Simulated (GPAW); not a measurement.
Sb:

```
Sb
1.0
     0.00000    2.37124    2.37124
     2.37124    0.00000    2.37124
     2.37124    2.37124    0.00000
Sb
1
Direct
  0.00000 0.00000 0.00000
```

This isn't the form of Sb at room conditions, which is rhombohedral.

- Program: GPAW 26.7.0
- Task: single point
- Functional: PBE
- Potentials or basis: GPAW PAW data sets (gpaw-data 1.2.1)
- Cutoff: 600 eV
- Basis: pw
- k mesh: 10 × 10 × 10
- Occupations: fermi-dirac, width 0.05 eV
- Spin: no spin polarisation

On this cell: pressure 1.5 GPa; band gap on the k mesh none (metal or under the smearing width).

The same run follows on a disturbed copy (cell strained at random at fixed volume):

```
CELL_PARAMETERS angstrom
-0.01676 2.38071 2.40165
2.36975 0.04435 2.34054
2.40963 2.35947 0.00447
ATOMIC_POSITIONS crystal
Sb 0.99246 0.01309 0.98926
```

Question: What changes?

Answer: The energy (extrapolated to zero smearing) moves by -2.1 meV/atom; pressure 1.4 GPa; band gap on the k mesh none (metal or under the smearing width).

Stress tensor (GPa, compression positive):
```
1.53 0.42 0.20
0.42 1.57 0.09
0.20 0.09 1.16
```

The energy falls, though the first cell shows no forces: that form is unstable against this distortion, unless noise or another electronic state is at work.
